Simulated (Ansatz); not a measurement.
# Field gradients at the nuclei in CdI2

The cell is a computed structure from the Materials Project (it need not be an observed phase), taken as it stands.

```yaml
crystal:
  lattice:
    - [4.28935, 0.00000, 0.00000]
    - [-2.14468, 3.71469, 0.00000]
    - [0.00000, 0.00000, 36.37279]
  atoms:
    - { symbol: Cd, position: [0.66667, 0.33333, 0.80015] }
    - { symbol: Cd, position: [0.00000, 0.00000, 0.40006] }
    - { symbol: Cd, position: [0.33333, 0.66667, 0.19985] }
    - { symbol: Cd, position: [0.00000, 0.00000, 0.59994] }
    - { symbol: Cd, position: [0.00000, 0.00000, 0.00000] }
    - { symbol: I, position: [0.66667, 0.33333, 0.95268] }
    - { symbol: I, position: [0.33333, 0.66667, 0.04732] }
    - { symbol: I, position: [0.66667, 0.33333, 0.15256] }
    - { symbol: I, position: [0.33333, 0.66667, 0.44731] }
    - { symbol: I, position: [0.33333, 0.66667, 0.84744] }
    - { symbol: I, position: [0.66667, 0.33333, 0.35268] }
    - { symbol: I, position: [0.00000, 0.00000, 0.75280] }
    - { symbol: I, position: [0.33333, 0.66667, 0.64732] }
    - { symbol: I, position: [0.66667, 0.33333, 0.55269] }
    - { symbol: I, position: [0.00000, 0.00000, 0.24720] }
```

Sites (sets of like atoms) are named by element and the number of their first atom in this list.

The numbers come from a DFT calculation in Ansatz (PBE, plane waves and PAW, scalar-relativistic, 420 eV cutoff, Γ-centred 8×8×1 k-points, Fermi–Dirac smearing 0.02 eV).

V_zz is the principal component of the electric field gradient with the largest magnitude, η = (V_xx − V_yy)/V_zz and C_Q = eQV_zz/h.

I-127: I = 5/2, Q = -688.2 mb. Q values from Pyykkö, Mol. Phys. 116, 1328 (2018).

```json
{"site": "Cd1", "atoms (order as listed)": "1, 3, 5", "first shell": "6 I at 3.02 Å", "V_zz (10²¹ V/m²)": "0.13", "η": "0.00", "C_Q (MHz)": "–"}
{"site": "Cd2", "atoms (order as listed)": "2, 4", "first shell": "6 I at 3.01–3.02 Å", "V_zz (10²¹ V/m²)": "0.13", "η": "0.00", "C_Q (MHz)": "–"}
{"site": "I6", "atoms (order as listed)": "6, 7", "first shell": "3 Cd at 3.02 Å", "V_zz (10²¹ V/m²)": "-5.95", "η": "0.00", "C_Q (MHz)": "99.0"}
{"site": "I8", "atoms (order as listed)": "8, 9, 10, 14", "first shell": "3 Cd at 3.02 Å", "V_zz (10²¹ V/m²)": "-6.13", "η": "0.00", "C_Q (MHz)": "102"}
{"site": "I11", "atoms (order as listed)": "11, 13", "first shell": "3 Cd at 3.02 Å", "V_zz (10²¹ V/m²)": "-6.04", "η": "0.00", "C_Q (MHz)": "101"}
{"site": "I12", "atoms (order as listed)": "12, 15", "first shell": "3 Cd at 3.02 Å", "V_zz (10²¹ V/m²)": "-5.98", "η": "0.00", "C_Q (MHz)": "99.5"}
```

An axis of threefold or higher order runs through Cd1, Cd2, I6, I8, I11 and I12, so V_zz lies along it and η is zero.

Cd has no stable isotope with a ground-state quadrupole moment in the table, so no C_Q is given.

Without spin–orbit coupling the gradients at and beside I can be off by some per cent, at some sites by more.

Hardware: 1 thread of Intel Xeon Platinum 8375C CPU @ 2.90GHz (Ice Lake) (x86_64; 16 cores open to the job, memory cap 3.0 GiB, no GPU), a shared host with a load of 0.4 a core. Wall time 66 s, CPU time 66 s, peak memory 1.3 GiB.
